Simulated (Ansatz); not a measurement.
# BP (F-43m) in Ansatz: notebook

Runs on BP. Level: PBE. Tasks: single point.

Everything below comes from runs of Ansatz 0.2.0. Logs are shortened: lines on timing, memory, paths and dates and some standing lists are left out, and cuts for length are marked.

## Step 1: The structure

Symmetry: F-43m, No. 216, cubic system. Conventional cell: a = 4.538 Å, b = 4.538 Å, c = 4.538 Å, α = 90.00°, β = 90.00°, γ = 90.00°. P (site symmetry -43m) is surrounded by 4 B at 1.97 Å. B (site symmetry -43m) is surrounded by 4 P at 1.97 Å.

## Step 2: Single point, PBE

input.yaml

```yaml
crystal:
  lattice:
    - [0.0, 2.269, 2.269]
    - [2.269, 0.0, 2.269]
    - [2.269, 2.269, 0.0]
  atoms:
    - { symbol: P, position: [0.75, 0.75, 0.75] }
    - { symbol: B, position: [0.0, 0.0, 0.0] }
hamiltonian:
  xc: pbe
  pseudopotentials: { kind: paw }
kpoints:
  mp_grid: { grid: [10, 10, 10] }
scf:
  occupations: { method: gaussian, width: 0.013 }
output:
  forces: true
  stress: true
  eigenvalues: true
```

Potentials or basis: Ansatz PAW.

Launch:

```console
> ansatz run input.yaml --threads 2 --pin off --max-ram 5632MiB --backend cpu --events-out ev --progress --plain --runs-dir out
```

The log of the run:

```text
Warning: RAYON_NUM_THREADS=2 ignored (pool sized by the plan → 2); use --threads N
Engine: ansatz 0.2.0, x86_64-unknown-linux-gnu
Pseudopotentials: kind: paw
Pseudopotential: P, paw, valence charge 5, recommended cutoff 420 eV (normal), P.paw.azcp
Pseudopotential: B, paw, valence charge 3, recommended cutoff 420 eV (normal), B.paw.azcp
Functional definition: PBE
  parameter kappa = 0.804
  parameter beta = 0.06672455060314922
  exchange = pbe_x(kappa = kappa, mu = beta*pi^2/3)
  correlation = pbe_c(beta = beta)
Crystal: 2 atoms, lattice volume = 23.363 Å³
Basis set: ecut = 420 eV, 459 PW (Γ), exchange–correlation on 48×48×48 points (8 copies of the dense FFT grid, shifted against one another)
Bands: 8, of which v1, the nominal top of the filled ones, is band 4 counted from 1 (3 counted from 0)
Symmetry: 24 space group operations
Space group: F-43m (ITA 216), of the structure as read, at distance tolerance 2.9e-5 Å
k-points: 47 of 1000 (time reversal used)
Non-local potential: P, projectors of the file, l = 0: 2, l = 1: 2, l = 2: 2
Non-local potential: B, projectors of the file, l = 0: 2, l = 1: 2, l = 2: 1
PAW form: soft (Blöchl's): semilocal exchange-correlation on the pseudo side does not see the compensation charge
PAW one-centre angular grid: P, 110 points (default); XC on 64 Gauss nodes
PAW one-centre angular grid: B, 110 points (default); XC on 64 Gauss nodes
Initial density: superposition of atomic densities (neutral atoms: chi_scale 0, normalization atom), corrected by the library's trained network
Initial wavefunctions: pseudopotential atomic-orbital guess
Functional: x = pbe(κ = 0.804, μ = 0.2195149727645171), c = pbe(β = 0.06672455060314922)
SCF iter   1: F=—  HF=-912.446360 eV  |F-HF|=—  |Δ(HF+E_count)|=         —  Δρ=1.57e-3  dr2=5.15e-4  ethr=1.77e-3  ⟨swp⟩=6.2  Hψ=3529  notcnv=0
preconditioner: auto → none  [insulator: Δε(μ)=1.239 eV  Ē_g=12.799 eV  σ=0.013 eV  W_gap=1.00  n_scr=0 (ndim 8)  ℏωp=21.7 eV  f_vac=0.000  D(μ)=0.00/eV (n_scr^D=0)  ε∞_Penn≈3.9]
SCF iter   2: F=—  HF=-912.446467 eV  |F-HF|=—  |Δ(HF+E_count)|=   1.07e-4  Δρ=8.77e-4  dr2=1.76e-4  ethr=6.44e-6  ⟨swp⟩=2.1  Hψ=1121  notcnv=0
SCF iter   3: F=—  HF=-912.446432 eV  |F-HF|=—  |Δ(HF+E_count)|=   3.48e-5  Δρ=4.11e-4  dr2=1.87e-5  ethr=2.20e-6  ⟨swp⟩=2.0  Hψ=531  notcnv=0
SCF iter   4: F=—  HF=-912.446455 eV  |F-HF|=—  |Δ(HF+E_count)|=   2.24e-5  Δρ=1.34e-4  dr2=5.27e-6  ethr=2.33e-7  ⟨swp⟩=2.0  Hψ=564  notcnv=0
SCF iter   5: F=—  HF=-912.446453 eV  |F-HF|=—  |Δ(HF+E_count)|=   1.32e-6  Δρ=3.82e-5  dr2=4.30e-7  ethr=6.59e-8  ⟨swp⟩=2.0  Hψ=527  notcnv=0
SCF iter   6: F=-912.446453 eV  HF=-912.446453 eV  |F-HF|=2.62e-8  |Δ(HF+E_count)|=   1.10e-7  Δρ=1.10e-5  dr2=3.63e-8  ethr=1.25e-9  ⟨swp⟩=5.2  Hψ=1866  notcnv=0
SCF 1 converged in 6 iterations: F = -912.446453 eV  dr2 = 3.63e-8
SCF converged after 6 iterations
Free energy (F): -912.446453 eV
Harris-Foulkes:  -912.446453 eV  (|F-HF|=2.62e-8)
Internal energy: -912.446453 eV  (E = F + TS)
E sigma→0 (E₀):  -912.446453 eV
Fermi energy:    9.885972 eV
--- Per-component energies (eV) ---
  E_band       = 22.181402
  E_kinetic    = 121.696471
  E_local      = -67.907642  (includes V_loc(G=0)·N_el)
  E_nonlocal   = 45.026250
  E_hartree    = 17.052467
  E_xc         = -94.859231
  E_vxc        = -100.531419  (∫ρ·V_xc dr)
  E_paw        = -647.963251  (= ΣΔE_a)
  E_vpaw       = -10.207470  (= ΣTr[D̂ρ^β])
  E_aug_tail   = 0.000001  (compensation charges beyond the density's cutoff)
  E_ewald      = -285.491518
  E_smearing   = -0.000000  (= −TS)
  E_closure    = -0.000000  (closes the sum)
  Σ components = -912.446453   (vs F -912.446453, Δ=0.00e0)
--- Forces (eV/Å), atoms counted from 1 ---
  atom   1  P      0.00000000     0.00000000    -0.00000000
  atom   2  B     -0.00000000     0.00000000    -0.00000000
  max |Σ_I F_I| component: 4.26e-16 eV/Å
--- Stress (GPa, compression-positive) ---
        1.132188       0.000000      -0.000000
       -0.000000       1.132188       0.000000
       -0.000000       0.000000       1.132188
  P = ⅓ Tr σ = 1.1322 GPa (11.322 kbar)
--- Band table (eV; the first three rows and the last of 47) ---
  k-point 0: bands = ["-6.1924", "9.2644", "9.2644", "9.2644", "12.6683", "12.6683", "12.6683", "16.6360"]
  k-point 1: bands = ["-6.0124", "7.9644", "8.9703", "8.9703", "13.0750", "13.0750", "13.1015", "17.1574"]
  k-point 2: bands = ["-5.4791", "5.6238", "8.4118", "8.4118", "13.2961", "13.7919", "13.7919", "18.3301"]
  k-point 46: bands = ["-1.0939", "1.1395", "3.7381", "3.9077", "13.8668", "14.6721", "17.4894", "17.9350"]
```

Wall time 0.98 s (2 threads of Intel Xeon at 2.70GHz, shared host); peak memory 0.3 GiB.

Results:

| Quantity | Value |
| --- | --- |
| Free energy | -912.4465 eV |
| Pressure | 1.1 GPa |
| Band gap on the k mesh | 1.24 eV, indirect (least direct gap 3.40 eV) |

Levels at points of the mesh, in eV from the valence-band top:
```csv
k point,band 1,band 2,band 3,band 4,band 5,band 6,band 7,band 8
"(0.00, 0.00, 0.00)",-15.46,0.00,0.00,0.00,3.40,3.40,3.40,7.37
"(0.00, 0.00, -0.50)",-12.13,-9.03,-1.76,-1.76,3.78,4.71,4.71,10.12
"(0.00, -0.50, -0.50)",-10.60,-8.58,-4.11,-4.11,1.34,1.66,12.08,12.08
```

A k mesh can miss the band edges. As with any semilocal functional, this PBE gap is likely too small.

## Step 3: Single point, PBE

Changes to input.yaml since step 2:

```diff
@@ -14,3 +14,3 @@
 scf:
-  occupations: { method: gaussian, width: 0.013 }
+  occupations: { method: gaussian, width: 0.014 }
 output:
```

Potentials or basis: Ansatz PAW.

Launch:

```console
> ansatz run input.yaml --threads 2 --pin off --max-ram 5632MiB --backend cpu --events-out ev --progress --plain --runs-dir out
```

Wall time 0.78 s (2 threads of Intel Xeon at 2.70GHz, shared host); peak memory 0.3 GiB.

The run converged. Its results:

```yaml
Free_energy: -912.4465 eV
Pressure: 1.1 GPa
Band_gap_on_the_k_mesh: 1.24 eV, indirect (least direct gap 3.40 eV)
```

Levels at points of the mesh, in eV from the valence-band top:
```tsv
k point	band 2	band 3	band 4	band 5	band 6	band 7
(0.00, 0.00, 0.00)	0.00	0.00	0.00	3.40	3.40	3.40
(0.00, 0.00, -0.50)	-9.03	-1.76	-1.76	3.78	4.71	4.71
(0.00, -0.50, -0.50)	-8.58	-4.11	-4.11	1.34	1.66	12.08
```

A k mesh can miss the band edges.
